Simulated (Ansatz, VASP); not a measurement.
SiC: VASP beside Ansatz

```
Si C
1.0
     3.09617    0.00000    0.00000
    -1.54808    2.68136    0.00000
     0.00000    0.00000    4.63717
Si C
1 1
Direct
  0.33333 0.66667 0.00000
  0.66667 0.33333 0.00000
```

Alike in both runs: functional PBE; k mesh 12 × 12 × 4; occupations gaussian, width 0.1 eV; no spin polarisation.

Ansatz relaxed the structure, and its values are those at the end. VASP's run is a single point on that final structure, the one shown.

|  | VASP | Ansatz |
| --- | --- | --- |
| version | VASP 6.6.1 | Ansatz 0.2.0 |
| potentials or method | VASP PAW PBE potentials, release 64 (Si, C) | scalar-relativistic, plane waves, PAW |
| plane-wave cutoff (eV) | 520 | 420 |
| valence electrons in the cell | 8 | 8 |

```csv
,VASP,Ansatz,Ansatz less VASP
gap on the k mesh at the Fermi level (eV),1.91,1.92,+0.008
least direct gap on the mesh (eV),2.27,2.28,+0.009
pressure (GPa),0.0,0.1,+0.05
```

With one functional, cell and mesh, what is left measures potentials, basis and numerics.

Caveats: this functional lacks dispersion, which binds the layers, so the pressure and a relaxed spacing across them are unreliable. A hybrid or GW would open this gap; PBE tends to underestimate it. A k mesh can miss the band edges.
